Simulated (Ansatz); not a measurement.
GaP under changes of volume

One of the cells (20.240 Å³/atom); the others are scaled copies at fixed shape and fractional positions:

```
CELL_PARAMETERS angstrom
0.00000 2.72525 2.72525
2.72525 0.00000 2.72525
2.72525 2.72525 0.00000
ATOMIC_POSITIONS crystal
Ga 0.00000 0.00000 0.00000
P 0.75000 0.75000 0.75000
```

```yaml
Program: Ansatz 0.2.0
Functional: BLYP
Dispersion: D3(BJ)
Potentials_or_basis: Ansatz PAW
Cutoff: "420 eV (not typed: the program's choice for these potentials)"
k_mesh: 8 × 8 × 8
Occupations: fermi-dirac, width 0.05 eV
Spin: no spin polarisation
```

```csv
volume (Å³/atom),energy over the lowest point (meV/atom),pressure (GPa),gap on the mesh (eV)
19.026,20.37,5.7,1.68
19.431,8.64,3.6,1.71
19.836,2.03,1.7,1.73
20.240,0.00,0.0,1.67
20.645,?,?,?
21.050,7.81,-2.9,1.38
21.455,16.81,-4.2,1.22
```

What does the run at 20.645 Å³/atom give?

Energy over the lowest point 2.08 meV/atom; pressure -1.6 GPa; gap on the mesh 1.54 eV.

Worked out: A Birch-Murnaghan fit of order 3 (a polynomial in V^(-2/3)) to the other rows has its minimum at 20.23 Å³/atom with B0 = V·E''(V) = 81 GPa and B' = 4.6. It gives 2.07 meV/atom at 20.645 Å³/atom, against the run's 2.08, and -dE/dV = -1.6 GPa, against -1.6. A parabola through the other rows of the gap, of slope -6.6 eV per unit of ln V there, gives 1.55 eV, against the run's 1.54.

Energies are extrapolated to zero smearing.

Caveats: the PAW data sets come from PBE, with cores solved anew for the run's functional, which leaves a small shift of forces and pressure.

A mesh can miss the band edges. Spin-orbit coupling on Ga is left out.
